## Exact exchange and the band gap of silicon

The band gap of a crystal is the energy between its highest filled and its lowest empty electron level. Here the levels are orbital energies from density functional theory with hybrid functionals, which replace part of an approximate exchange energy by exact exchange. The column "gap on mesh" compares the highest filled with the lowest empty level anywhere on a mesh of crystal momenta. The column "direct gap on mesh" allows only pairs of levels with the same momentum, so it can't be the smaller of the two.

VASP 6.6.1, hybrid DFT with plane waves and the recommended PBE PAW potentials, for silicon in the diamond structure (2-atom cell, fixed geometry), without spin polarisation or spin-orbit coupling. The cutoff is 520 eV and the Fermi-Dirac smearing 0.05 eV; both gaps are taken from levels on a 4 × 4 × 4 k mesh. HSE(alpha, omega) here has 5 % exact exchange and ω = 0.2 Å⁻¹.

```
       functional  gap on mesh (eV)  direct gap on mesh (eV)
HSE(alpha, omega)             0.833                    2.703
            HSE06             1.358                    3.366
            TPSSh             1.330                    3.316
          r2SCAN0             2.127                    4.122
          r2SCANh             1.411                    3.307
```

The atoms stay in the same places in every row, so the differences come from the electronic treatment. The fraction of exact exchange is 5 % in HSE(alpha, omega), 10 % in TPSSh and r2SCANh, and 25 % in HSE06 and r2SCAN0. The smallest fraction gives the smallest gap, 0.83 eV, and one of the two largest fractions gives the largest, 2.13 eV. Between them the rule fails: TPSSh and r2SCANh, with 10 %, land beside HSE06, with 25 %. The fraction matters, but something else matters as well.

### Why exact exchange opens the gap

Electrons of the same spin keep apart, and this lowers their energy. Exact exchange gives this lowering through the filled orbitals themselves. An electron in a filled orbital benefits strongly, because its own orbital is part of the filled set from which the exact exchange is built. An empty orbital is not in that set and gains much less.

A semilocal functional, which knows only the density and related quantities near each point, draws this distinction poorly. It lowers filled and empty levels by similar amounts. When a part of it is exchanged for the exact form, filled levels gain more than they lose, and empty levels lose more than they gain. The gap opens from both sides.

The two HSE rows show this cleanly, since they share the same semilocal part and the same screening. From 5 % to 25 % exchange, the top of the filled levels falls by 0.32 eV and the bottom of the empty ones rises by 0.20 eV. Together they open the gap by 0.53 eV, or about 0.26 eV for each 10 % of exchange.

### Why the range of exchange matters

Between r2SCANh and r2SCAN0 each 10 % of exchange opens the gap by about 0.48 eV, nearly twice as much as in HSE. The two families differ in the reach of their exact exchange. HSE keeps it only at short distance and leaves the long-range part to the semilocal functional. TPSSh and the two r2SCAN hybrids keep it at all distances.

The missing part has a simple effect. Its interaction is smooth and falls by less than a tenth over one bond length in silicon. As a first approximation it can be treated as a constant. With a constant interaction, exact exchange by itself lowers each filled level by the same amount and leaves each empty level where it is, so the whole of it goes into the gap.

This picture gives an estimate of the size. The long-range interaction is

$$v(r)=e^2\,\frac{\mathrm{erf}(\omega r)}{r}\;\longrightarrow\;\frac{2\omega e^2}{\sqrt{\pi}}\quad\text{for small } r,$$

where $r$ is the distance between two electrons, $e^2 = 14.4$ eV Å sets the strength of the Coulomb force, and $\omega = 0.2$ Å$^{-1}$ is the screening parameter of both HSE rows. The limit is the largest value that $v$ takes. With a fraction $a$ of exact exchange and unchanged orbitals, the long-range part can therefore add to the gap at most

$$\Delta_{\max}=a\,\frac{2\omega e^2}{\sqrt{\pi}}.$$

For $a = 0.10$ this is $0.10 \times 2 \times 0.2 \times 14.4/\sqrt{\pi}$, or about 0.325 eV. This counts the exact exchange only; the semilocal long-range exchange that it replaces is assumed to shift filled and empty levels alike.

The step from r2SCANh to r2SCAN0 adds 15 % of exchange. At the HSE rate, without any long-range part, the gap should open by 0.39 eV; with the full ceiling added, by 0.88 eV. The calculated step is 0.72 eV, between the two and nearer the upper end. The estimate takes its short-range rate from the HSE rows alone, so the r2SCAN step played no part in setting it. A value below the ceiling is reasonable: the real interaction weakens with distance, the orbitals adjust, and the r2SCAN exchange that is taken away had itself helped to open the gap. The table can't separate these causes.

The direct gap supports the same reading. Its slope is steeper than that of the smallest gap in both families. For HSE06 and r2SCAN0, where the levels can be inspected, both gaps start from the same filled level at the zone centre; the direct gap ends on an empty level at the centre and the smallest gap on one at the zone boundary. The difference in slope therefore belongs to the empty levels, and since the screened HSE rows already show it in full, short-range exchange is the likely source. Yet the extra slope of r2SCAN over HSE is about 0.21 eV per 10 % for both gaps. A nearly constant interaction would do just this, since it leaves different empty levels alike.

The band edges add a further clue. The semilocal exchange that is taken away had lowered filled and empty levels alike, so its removal raises both. For a constant interaction this rise is expected to be half of what exact exchange then takes off the filled levels, because a semilocal form that can't tell the levels apart lowers all of them by the average of the two exact values. The extra opening should thus come about equally from both edges. Per 10 % of exchange, the filled edge indeed falls by about 0.10 eV more in r2SCAN than in HSE, and the empty edge rises by about 0.12 eV more. Unlike the gap, this split depends on the energy zero, which each run ties to its own average electrostatic potential, so it is a weaker clue than the slopes.

The support has limits. No pair of rows changes the range of exchange and nothing else, and the semilocal exchange being replaced also differs between the families. The two r2SCAN runs, moreover, treat the long-wavelength limit of exchange differently and use different precision for the exchange term. On a coarse mesh this may shift the step by an amount that has not been tested. Such a shift could be nearly the same for both gaps, so their agreement can't rule it out, and it would also move the r2SCAN starting point found below.

### Why 10 % can match 25 %

Range alone does not bring r2SCANh level with HSE06. Even with the full ceiling, 10 % of exchange would open the gap by only $0.2625 + 0.325 \approx 0.59$ eV, while 25 % at the HSE rate opens it by 0.66 eV. In this estimate the rest comes from where each family starts before any exact exchange is added.

Straight lines through the two HSE rows and through the two r2SCAN rows, carried back to zero exchange, put these starting points at about 0.70 and 0.93 eV. The higher start of r2SCAN has a known kind of cause. Its semilocal part also uses the kinetic energy density, which depends on the orbitals and lets the functional treat filled and empty levels less alike. The starting points themselves are extrapolations, because no run without exact exchange is in the table, and a line through two points can't test whether the trend is straight.

The near-match is then a sum of two unequal parts. HSE06 starts low and gains much: $0.70 + 0.66 = 1.36$ eV. r2SCANh starts higher and gains less: $0.93 + 0.48 = 1.41$ eV. TPSSh fits the same pattern with a start near 0.85 eV, if it is given the r2SCAN slope, which its single row can't confirm.

The same two effects explain why HSE06 and r2SCAN0 lie 0.77 eV apart at an equal fraction of 25 %. In this accounting about 0.54 eV comes from the steeper slope and 0.23 eV from the higher start. A functional with much exchange of full range on top of a high start gives the widest gap.

A neighbouring case can be judged in the same order. Within one family, more exact exchange should widen the gap of a semiconductor like silicon. Between families, the fraction has to be read together with the range of the exchange and the gap of the underlying semilocal functional.

### What the mesh hides

HSE06 has a smaller gap than r2SCANh but a larger direct gap. The slopes suggest why. In both families the direct gap opens faster than the smallest gap, by about 0.07 eV per 10 % of exchange. HSE06 has a further 15 % of exchange compared with r2SCANh, which should favour its direct gap by about 0.10 eV. The order turns by 0.11 eV, which is close to this. The rule doesn't carry over to TPSSh, which also has 10 %: against it the direct gap of HSE06 is favoured by only 0.02 eV. The spacing of the empty levels thus depends on the semilocal part too, and the match for r2SCANh rests on its family starting from nearly the same spacing as HSE.

Each difference by itself is only 0.05 or 0.06 eV, however, and no calculation on a finer mesh shows that it would survive. The same holds for the small differences between TPSSh and these two rows, and for those the table suggests no cause.

The mesh also affects the gaps themselves. In silicon the lowest empty level lies on the line from the centre of the momentum zone to its boundary point X, a little short of X. On this line the mesh has only the two ends and the midpoint, so it misses that level. Levels calculated along that line lower the gap to 1.22 eV for HSE06 and 1.97 eV for r2SCAN0, 0.14 and 0.16 eV below the mesh values. The exchange term behind these levels is still summed over the same coarse mesh, and a finer one is expected to narrow the gaps a little further.

This matters as soon as the numbers are held against experiment. The measured gap is between 1.1 and 1.2 eV, depending on temperature; this range is recalled, not calculated here. HSE06 seems too wide on the mesh and comes close along the line, while r2SCAN0 stays far too wide either way. For a choice of functional the column "gap on mesh" is thus a poor judge of accuracy, although it shows well how strongly exact exchange acts. The printed analysis below gives the slopes, the ceiling and the starting points for both gaps.

Output of the analysis:

```
Exchange and straight-line starting points in eV:
                row  fraction  full_range  gap_at_zero  direct_at_zero
  HSE(alpha, omega)      0.05           0       0.7017           2.537
              HSE06      0.25           0       0.7017           2.537
              TPSSh       0.1           1       0.8527           2.773
            r2SCAN0      0.25           1       0.9337           2.764
            r2SCANh       0.1           1       0.9337           2.764
HSE step 5 to 25 %, gap, direct gap, valence edge, conduction edge (eV): 0.525, 0.663, -0.3237, 0.2017
r2SCAN step 10 to 25 %, gap, direct gap, valence edge, conduction edge (eV): 0.716, 0.815, -0.3925, 0.3242
Slope per 10 % exchange, gap, HSE then r2SCAN (eV): 0.2625, 0.4773
Slope per 10 % exchange, direct gap, HSE then r2SCAN (eV): 0.3315, 0.5433
Ratio of slopes r2SCAN to HSE, gap then direct gap: 1.818, 1.639
Extra slope of r2SCAN per 10 %, gap then direct gap (eV): 0.2148, 0.2118
Ceiling of long-range exchange per 10 % (eV): 0.325
Bracket for r2SCAN gap step, without and with ceiling (eV): 0.3938, 0.8812
Bracket for r2SCAN direct gap step, without and with ceiling (eV): 0.4973, 0.9847
r2SCAN0 less HSE06 gap, total, part from slope, part from starting point (eV): 0.769, 0.5371, 0.2319
TPSSh less HSE06, gap then direct gap (eV): -0.028, -0.05
r2SCANh less HSE06, gap then direct gap (eV): 0.053, -0.059
r2SCANh less TPSSh, gap then direct gap (eV): 0.081, -0.009
Gap on band path, HSE06 then r2SCAN0 (eV): 1.222, 1.97
Mesh gap less path gap, HSE06 then r2SCAN0 (eV): 0.1359, 0.1573
```
